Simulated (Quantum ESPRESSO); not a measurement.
# Ta (Im-3m) in Quantum ESPRESSO: notebook, part 2 of 3

Quantum ESPRESSO 7.5. Earlier steps stand in the parts before.

## Step 3: Phonons, RPBE

pw.in reads:

```
&CONTROL
  calculation = 'scf'
  prefix = 'pwscf'
  outdir = './tmp'
  pseudo_dir = './pseudo'
  tprnfor = .true.
  tstress = .true.
  disk_io = 'low'
/
&SYSTEM
  ibrav = 0
  A = 2.86010086
  nat = 1
  ntyp = 1
  ecutwfc = 58
  nbnd = 12
  input_dft = 'rpbe'
  occupations = 'smearing'
  smearing = 'mv'
  degauss = 0.01469973
/
&ELECTRONS
  conv_thr = 2d-10
  electron_maxstep = 120
  mixing_beta = 0.5
/
ATOMIC_SPECIES
Ta   180.9479 Ta.upf
CELL_PARAMETERS alat
  -0.5773502687    0.5773502687    0.5773502687
   0.5773502687   -0.5773502687    0.5773502687
   0.5773502687    0.5773502687   -0.5773502687
ATOMIC_POSITIONS alat
Ta     0.0000000000    0.0000000000    0.0000000000
K_POINTS automatic
11 11 11 0 0 0
```

relax.in reads:

```
&CONTROL
  calculation = 'vc-relax'
  prefix = 'pwscf'
  outdir = './tmp'
  pseudo_dir = './pseudo'
  tprnfor = .true.
  tstress = .true.
  disk_io = 'low'
  nstep = 40
  forc_conv_thr = 0.0001
  etot_conv_thr = 1d-06
/
&SYSTEM
  ibrav = 0
  A = 2.86010086
  nat = 1
  ntyp = 1
  ecutwfc = 58
  nbnd = 12
  input_dft = 'rpbe'
  occupations = 'smearing'
  smearing = 'mv'
  degauss = 0.01469973
/
&ELECTRONS
  conv_thr = 2d-10
  electron_maxstep = 120
  mixing_beta = 0.5
/
&IONS
  ion_dynamics = 'bfgs'
/
&CELL
  cell_dynamics = 'bfgs'
  press = 0
  press_conv_thr = 0.2
/
ATOMIC_SPECIES
Ta   180.9479 Ta.upf
CELL_PARAMETERS alat
  -0.5773502687    0.5773502687    0.5773502687
   0.5773502687   -0.5773502687    0.5773502687
   0.5773502687    0.5773502687   -0.5773502687
ATOMIC_POSITIONS alat
Ta     0.0000000000    0.0000000000    0.0000000000
K_POINTS automatic
11 11 11 0 0 0
```

scf2.in reads:

```
&CONTROL
  calculation = 'scf'
  prefix = 'pwscf'
  outdir = './tmp'
  pseudo_dir = './pseudo'
  tprnfor = .true.
  tstress = .true.
  disk_io = 'low'
/
&SYSTEM
  ibrav = 0
  A = 2.88858946
  nat = 1
  ntyp = 1
  ecutwfc = 58
  nbnd = 12
  input_dft = 'rpbe'
  occupations = 'smearing'
  smearing = 'mv'
  degauss = 0.01469973
/
&ELECTRONS
  conv_thr = 1d-13
  electron_maxstep = 120
  mixing_beta = 0.5
  startingpot = 'file'
  startingwfc = 'file'
/
ATOMIC_SPECIES
Ta   180.9479 Ta.upf
CELL_PARAMETERS alat
  -0.5773502684    0.5773502684    0.5773502684
   0.5773502684   -0.5773502684    0.5773502684
   0.5773502684    0.5773502684   -0.5773502684
ATOMIC_POSITIONS alat
Ta     0.0000000000    0.0000000000    0.0000000000
K_POINTS automatic
11 11 11 0 0 0
```

ph.in reads:

```
phonons of Ta
&INPUTPH
  prefix = 'pwscf'
  outdir = './tmp'
  tr2_ph = 1d-18
  fildyn = 'dyn'
  niter_ph = 90
  alpha_mix(1) = 0.4
/
0.4330127019 0.4330127019 0.4330127019
```

Potentials or basis: PseudoDojo 0.4.1 SR PBE standard.

Run with:

```console
$ OMP_NUM_THREADS=1 mpirun -n 4 pw.x -nk 4 -in pw.in > pw.out
$ OMP_NUM_THREADS=1 mpirun -n 4 pw.x -nk 4 -in relax.in > relax.out
$ OMP_NUM_THREADS=1 mpirun -n 4 pw.x -nk 4 -in scf2.in > scf2.out
$ OMP_NUM_THREADS=1 mpirun -n 4 ph.x -nk 4 -in ph.in > ph.out
```

pw.out:

```text
This program is part of the open-source Quantum ESPRESSO suite
     for quantum simulation of materials; please cite
         "P. Giannozzi et al., J. Phys.:Condens. Matter 21 395502 (2009);
         "P. Giannozzi et al., J. Phys.:Condens. Matter 29 465901 (2017);
         "P. Giannozzi et al., J. Chem. Phys. 152 154105 (2020);
     in publications or presentations arising from this work. More details at

     IMPORTANT: XC functional enforced from input :
     Exchange-correlation= RPBE
                           (   1   4  44   4   0   0   0)
     Any further DFT definition will be discarded
     Please, verify this is what you really want

     Message from routine setup:
     using ibrav=0 with symmetry is DISCOURAGED, use correct ibrav instead

     K-points division:     npool     =       4
     Subspace diagonalization in iterative solution of the eigenvalue problem:
     a serial algorithm will be used

     G-vector sticks info
     --------------------
     sticks:   dense  smooth     PW     G-vecs:    dense   smooth      PW
     Sum         507     507    169                 7155     7155    1409

     Using Slab Decomposition

     bravais-lattice index     =            0
     lattice parameter (alat)  =       5.4048  a.u.
     unit-cell volume          =     121.5399 (a.u.)^3
     number of atoms/cell      =            1
     number of atomic types    =            1
     number of electrons       =        13.00
     number of Kohn-Sham states=           12
     kinetic-energy cutoff     =      58.0000  Ry
     charge density cutoff     =     232.0000  Ry
     scf convergence threshold =      2.0E-10
     mixing beta               =       0.5000
[... 108 lines left out ...]

     iteration #  1     ecut=    58.00 Ry     beta= 0.50
     Davidson diagonalization with overlap
     ethr =  1.00E-02,  avg # of iterations =  3.4

     Threshold (ethr) on eigenvalues was too large:
     Diagonalizing with lowered threshold

     Davidson diagonalization with overlap
     ethr =  1.68E-04,  avg # of iterations =  2.2

     total energy              =    -130.25437634 Ry
     estimated scf accuracy    <       0.02266148 Ry
[... 36 lines left out ...]
     iteration #  7     ecut=    58.00 Ry     beta= 0.50
     Davidson diagonalization with overlap
     ethr =  9.23E-12,  avg # of iterations =  2.0

     End of self-consistent calculation

          k = 0.0000 0.0000 0.0000 (   935 PWs)   bands (ev):

   -48.6916 -14.5819 -14.5819 -14.5819  10.6217  19.2985  19.2985  19.2985
    22.5798  22.5798  33.1144  33.1144
[... 228 lines left out ...]
   -48.5371 -15.4944 -15.3394 -14.9077  16.3169  16.3909  18.1360  22.4023
    23.6032  28.2693  29.1773  31.6908

          k =-0.0000 0.0000 0.4724 (   908 PWs)   bands (ev):

   -48.5707 -15.2628 -15.0393 -15.0393  15.2412  17.1398  20.0824  20.0824
    22.1724  23.4580  33.2375  36.8789

          k = 0.0000-0.0787 0.5511 (   906 PWs)   bands (ev):
[... 36 lines left out ...]
   -48.4955 -15.3950 -15.3773 -15.3773  14.8512  14.8922  24.3632  24.3632
    25.2002  26.5021  28.3252  28.3252

     the Fermi energy is    18.5215 ev

!    total energy              =    -130.25653561 Ry
     estimated scf accuracy    <          6.1E-11 Ry
     smearing contrib. (-TS)   =       0.00048057 Ry
     internal energy E=F+TS    =    -130.25701618 Ry

     The total energy is F=E-TS. E is the sum of the following terms:
     one-electron contribution =     -16.70222967 Ry
     hartree contribution      =      14.67121130 Ry
     xc contribution           =     -29.67817435 Ry
     ewald contribution        =     -98.54782347 Ry

     convergence has been achieved in   7 iterations

     Forces acting on atoms (cartesian axes, Ry/au):

     atom    1 type  1   force =     0.00000000    0.00000000    0.00000000

     Total force =     0.000000     Total SCF correction =     0.000000

     Computing stress (Cartesian axis) and pressure

          total   stress  (Ry/bohr**3)                   (kbar)     P=       58.86
   0.00040013   0.00000000   0.00000000           58.86        0.00        0.00
   0.00000000   0.00040013   0.00000000            0.00       58.86        0.00
   0.00000000   0.00000000   0.00040013            0.00        0.00       58.86

=------------------------------------------------------------------------------=
   JOB DONE.
=------------------------------------------------------------------------------=
```

scf2.out:

```text
This program is part of the open-source Quantum ESPRESSO suite
     for quantum simulation of materials; please cite
         "P. Giannozzi et al., J. Phys.:Condens. Matter 21 395502 (2009);
         "P. Giannozzi et al., J. Phys.:Condens. Matter 29 465901 (2017);
         "P. Giannozzi et al., J. Chem. Phys. 152 154105 (2020);
[... 465 lines left out ...]
   0.00000000   0.00000062  -0.00000000            0.00        0.09       -0.00
  -0.00000000  -0.00000000   0.00000062           -0.00       -0.00        0.09

=------------------------------------------------------------------------------=
   JOB DONE.
=------------------------------------------------------------------------------=
```

It took 54 s on 4 MPI ranks of Arm Neoverse V1, shared host; peak memory 0.36 GiB.

What came out:

```
Free energy                                 : -1772.2403 eV
Relaxed volume                              : 18.55 Å³/atom
Relaxed cell                                : a = 2.889 Å, b = 2.889 Å, c = 2.889 Å, α = 109.47°, β = 109.47°, γ = 109.47°
Space group after relaxing (to 0.05 Å)      : Im-3m (No. 229)
Pressure after relaxing                     : 0.0 GPa
Band gap on the k mesh                      : none (metal or under the smearing width)
Highest phonon frequency at the q point run : 101 cm⁻¹
```

Step by step:
```tsv
step	energy change (eV)	largest force (eV/Å)	pressure (GPa)	volume (Å³)
1	0.0000	0.0000	5.89	18.01
2	-0.0097	0.0000	-0.02	18.56
3	-0.0097	0.0000	0.00	18.55
```

Final structure:
```
Ta
1.0
    -1.66773    1.66773    1.66773
     1.66773   -1.66773    1.66773
     1.66773    1.66773   -1.66773
Ta
1
Direct
  0.00000 0.00000 0.00000
```

Levels at points of the mesh, in eV from the Fermi level:
```tsv
k point	band 4	band 5	band 6	band 7	band 8	band 9
(0.00, 0.00, 0.00)	-33.22	-7.79	0.77	0.77	0.77	3.95
```

Phonon frequencies in cm⁻¹ (negative: imaginary):
```csv
q point,frequencies
"(0.250, 0.250, 0.250)",101 101 101
```

Phonon modes at q = (0.250, 0.250, 0.250) in reciprocal lattice units:
| mode | symmetry | cm⁻¹ |
| --- | --- | --- |
| 1 | T_2 | 101 |
| 2 | T_2 | 101 |
| 3 | T_2 | 101 |

Caveat: the potentials were made for another functional, which shifts forces and pressure; the q point doesn't lie on the k mesh, which can shift a metal's frequencies strongly unless the mesh is converged. Spin-orbit coupling is left out, which matters for the levels of Ta.

## Step 4: Phonons, PW91

Edit pw.in of step 3 so:

```diff
@@ -16,3 +16,3 @@
   nbnd = 12
-  input_dft = 'rpbe'
+  input_dft = 'pw91'
   occupations = 'smearing'
```

Edit relax.in of step 3 so:

```diff
@@ -19,3 +19,3 @@
   nbnd = 12
-  input_dft = 'rpbe'
+  input_dft = 'pw91'
   occupations = 'smearing'
```

Edit scf2.in of step 3 so:

```diff
@@ -11,3 +11,3 @@
   ibrav = 0
-  A = 2.88858946
+  A = 2.87012957
   nat = 1
@@ -16,3 +16,3 @@
   nbnd = 12
-  input_dft = 'rpbe'
+  input_dft = 'pw91'
   occupations = 'smearing'
@@ -31,5 +31,5 @@
 CELL_PARAMETERS alat
-  -0.5773502684    0.5773502684    0.5773502684
-   0.5773502684   -0.5773502684    0.5773502684
-   0.5773502684    0.5773502684   -0.5773502684
+  -0.5773502696    0.5773502696    0.5773502696
+   0.5773502696   -0.5773502696    0.5773502696
+   0.5773502696    0.5773502696   -0.5773502696
 ATOMIC_POSITIONS alat
```

ph.in is that of step 3.

Potentials or basis: PseudoDojo 0.4.1 SR PBE standard.

Run with:

```console
$ OMP_NUM_THREADS=1 mpirun -n 4 pw.x -nk 4 -in pw.in > pw.out
$ OMP_NUM_THREADS=1 mpirun -n 4 pw.x -nk 4 -in relax.in > relax.out
$ OMP_NUM_THREADS=1 mpirun -n 4 pw.x -nk 4 -in scf2.in > scf2.out
$ OMP_NUM_THREADS=1 mpirun -n 4 ph.x -nk 4 -in ph.in > ph.out
```

pw.out:

```text
This program is part of the open-source Quantum ESPRESSO suite
     for quantum simulation of materials; please cite
         "P. Giannozzi et al., J. Phys.:Condens. Matter 21 395502 (2009);
         "P. Giannozzi et al., J. Phys.:Condens. Matter 29 465901 (2017);
         "P. Giannozzi et al., J. Chem. Phys. 152 154105 (2020);
     in publications or presentations arising from this work. More details at

     IMPORTANT: XC functional enforced from input :
     Exchange-correlation= PW91
                           (   1   4   2   2   0   0   0)
     Any further DFT definition will be discarded
     Please, verify this is what you really want

     Message from routine setup:
     using ibrav=0 with symmetry is DISCOURAGED, use correct ibrav instead

     K-points division:     npool     =       4
     Subspace diagonalization in iterative solution of the eigenvalue problem:
     a serial algorithm will be used

     G-vector sticks info
     --------------------
     sticks:   dense  smooth     PW     G-vecs:    dense   smooth      PW
     Sum         507     507    169                 7155     7155    1409

     Using Slab Decomposition

     bravais-lattice index     =            0
     lattice parameter (alat)  =       5.4048  a.u.
     unit-cell volume          =     121.5399 (a.u.)^3
     number of atoms/cell      =            1
     number of atomic types    =            1
     number of electrons       =        13.00
     number of Kohn-Sham states=           12
     kinetic-energy cutoff     =      58.0000  Ry
     charge density cutoff     =     232.0000  Ry
     scf convergence threshold =      2.0E-10
     mixing beta               =       0.5000
     number of iterations used =            8  plain     mixing
     Exchange-correlation= PW91
                           (   1   4   2   2   0   0   0)

     celldm(1)=   5.404807  celldm(2)=   0.000000  celldm(3)=   0.000000
     celldm(4)=   0.000000  celldm(5)=   0.000000  celldm(6)=   0.000000

     crystal axes: (cart. coord. in units of alat)
               a(1) = (  -0.577350   0.577350   0.577350 )
               a(2) = (   0.577350  -0.577350   0.577350 )
               a(3) = (   0.577350   0.577350  -0.577350 )

     reciprocal axes: (cart. coord. in units 2 pi/alat)
               b(1) = (  0.000000  0.866025  0.866025 )
               b(2) = (  0.866025  0.000000  0.866025 )
               b(3) = (  0.866025  0.866025  0.000000 )

     PseudoPot. # 1 for Ta read from file:
     Ta.upf
     Pseudo is Norm-conserving + core correction, Zval = 13.0
     Generated using ONCVPSP code by D. R. Hamann
     Using radial grid of 1450 points,  8 beta functions with:
                l(1) =   0
                l(2) =   0
                l(3) =   1
                l(4) =   1
                l(5) =   2
                l(6) =   2
                l(7) =   3
                l(8) =   3

     atomic species   valence    mass     pseudopotential
     Ta               13.00   180.94790     Ta( 1.00)

     48 Sym. Ops., with inversion, found

   Cartesian axes

     site n.     atom                  positions (alat units)
         1        Ta     tau(   1) = (   0.0000000   0.0000000   0.0000000  )

     number of k points=    56  Marzari-Vanderbilt smearing, width (Ry)=  0.0147
                       cart. coord. in units 2pi/alat
        k(    1) = (   0.0000000   0.0000000   0.0000000), wk =   0.0015026
        k(    2) = (   0.0787296   0.0787296   0.0000000), wk =   0.0180316
        k(    3) = (   0.1574592   0.1574592   0.0000000), wk =   0.0180316
        k(    4) = (   0.2361887   0.2361887   0.0000000), wk =   0.0180316
        k(    5) = (   0.3149183   0.3149183   0.0000000), wk =   0.0180316
        k(    6) = (   0.3936479   0.3936479   0.0000000), wk =   0.0180316
[... 48 lines left out ...]
        k(   55) = (  -0.7872958  -0.0787296  -0.0787296), wk =   0.0120210
        k(   56) = (  -0.0000000  -0.0000000   0.7872958), wk =   0.0090158

     Dense  grid:     7155 G-vectors     FFT dimensions: (  27,  27,  27)

     Initial potential from superposition of free atoms

     starting charge      12.9991, renormalised to      13.0000
     Starting wfcs are   10 randomized atomic wfcs +    2 random wfcs

     Self-consistent Calculation

     iteration #  1     ecut=    58.00 Ry     beta= 0.50
     Davidson diagonalization with overlap
     ethr =  1.00E-02,  avg # of iterations =  3.6

     Threshold (ethr) on eigenvalues was too large:
     Diagonalizing with lowered threshold

     Davidson diagonalization with overlap
     ethr =  1.58E-04,  avg # of iterations =  2.4

     total energy              =    -130.31449961 Ry
     estimated scf accuracy    <       0.02154726 Ry
[... 36 lines left out ...]
     iteration #  7     ecut=    58.00 Ry     beta= 0.50
     Davidson diagonalization with overlap
     ethr =  3.66E-12,  avg # of iterations =  2.1

     End of self-consistent calculation

          k = 0.0000 0.0000 0.0000 (   935 PWs)   bands (ev):

   -48.7201 -14.6332 -14.6332 -14.6332  10.5411  19.1324  19.1324  19.1324
    22.4080  22.4080  33.0676  33.0676
[... 228 lines left out ...]
   -48.5641 -15.5547 -15.3983 -14.9625  16.2059  16.2900  18.0020  22.2633
    23.4615  28.1220  29.0694  31.6093

          k =-0.0000 0.0000 0.4724 (   908 PWs)   bands (ev):

   -48.5980 -15.3207 -15.0954 -15.0954  15.1703  17.0100  19.9465  19.9465
    22.0068  23.2894  33.1582  36.8165

          k = 0.0000-0.0787 0.5511 (   906 PWs)   bands (ev):
[... 36 lines left out ...]
   -48.5221 -15.4545 -15.4366 -15.4366  14.7296  14.7729  24.2294  24.2294
    25.0361  26.4456  28.2559  28.2559

     the Fermi energy is    18.4074 ev

!    total energy              =    -130.31653025 Ry
     estimated scf accuracy    <          3.8E-11 Ry
     smearing contrib. (-TS)   =       0.00051926 Ry
     internal energy E=F+TS    =    -130.31704952 Ry

     The total energy is F=E-TS. E is the sum of the following terms:
     one-electron contribution =     -16.71360251 Ry
     hartree contribution      =      14.67447061 Ry
     xc contribution           =     -29.73009415 Ry
     ewald contribution        =     -98.54782347 Ry

     convergence has been achieved in   7 iterations

     Forces acting on atoms (cartesian axes, Ry/au):

     atom    1 type  1   force =     0.00000000    0.00000000    0.00000000

     Total force =     0.000000     Total SCF correction =     0.000000

     Computing stress (Cartesian axis) and pressure

          total   stress  (Ry/bohr**3)                   (kbar)     P=       21.23
   0.00014431  -0.00000000  -0.00000000           21.23       -0.00       -0.00
  -0.00000000   0.00014431   0.00000000           -0.00       21.23        0.00
  -0.00000000  -0.00000000   0.00014431           -0.00       -0.00       21.23

=------------------------------------------------------------------------------=
   JOB DONE.
=------------------------------------------------------------------------------=
```

relax.out:

```text
This program is part of the open-source Quantum ESPRESSO suite
     for quantum simulation of materials; please cite
         "P. Giannozzi et al., J. Phys.:Condens. Matter 21 395502 (2009);
         "P. Giannozzi et al., J. Phys.:Condens. Matter 29 465901 (2017);
         "P. Giannozzi et al., J. Chem. Phys. 152 154105 (2020);
[... 1766 lines left out ...]
  -0.00000000   0.00000032  -0.00000000           -0.00        0.05       -0.00
  -0.00000000  -0.00000000   0.00000032           -0.00       -0.00        0.05

=------------------------------------------------------------------------------=
   JOB DONE.
=------------------------------------------------------------------------------=
```

It took 53 s on 4 MPI ranks of Arm Neoverse V1, shared host; peak memory 0.36 GiB.

Results:

* Free energy: -1773.0480 eV
* Relaxed volume: 18.20 Å³/atom
* Relaxed cell: a = 2.870 Å, b = 2.870 Å, c = 2.870 Å, α = 109.47°, β = 109.47°, γ = 109.47°
* Space group after relaxing (to 0.05 Å): Im-3m (No. 229)
* Pressure after relaxing: 0.0 GPa
* Band gap on the k mesh: none (metal or under the smearing width)
* Highest phonon frequency at the q point run: 111 cm⁻¹

The path:
```
step  energy change (eV)  largest force (eV/Å)  pressure (GPa)  volume (Å³)
   1              0.0000                0.0000            2.12        18.01
   2             -0.0012                0.0000           -0.06        18.21
   3             -0.0012                0.0000            0.00        18.20
```

Final structure:
```
Ta
1.0
    -1.65707    1.65707    1.65707
     1.65707   -1.65707    1.65707
     1.65707    1.65707   -1.65707
Ta
1
Direct
  0.00000 0.00000 0.00000
```

Levels at points of the mesh, in eV from the Fermi level:
```csv
k point,band 2,band 3,band 4,band 5,band 6,band 7,band 8,band 9,band 10,band 11
"(0.00, 0.00, 0.00)",-33.08,-33.08,-33.08,-7.83,0.72,0.72,0.72,3.96,3.96,14.62
```

Phonon frequencies in cm⁻¹ (negative: imaginary):
```
              q point  frequencies
(0.250, 0.250, 0.250)  111 111 111
```

Phonon modes at q = (0.250, 0.250, 0.250) in reciprocal lattice units:
```csv
mode,symmetry,cm⁻¹
1,T_2,111
2,T_2,111
3,T_2,111
```

Caveat: the potentials were made for another functional, which shifts forces and pressure; the q point doesn't lie on the k mesh, which can shift a metal's frequencies strongly unless the mesh is converged.

(Part 2 of 3 ends here.)
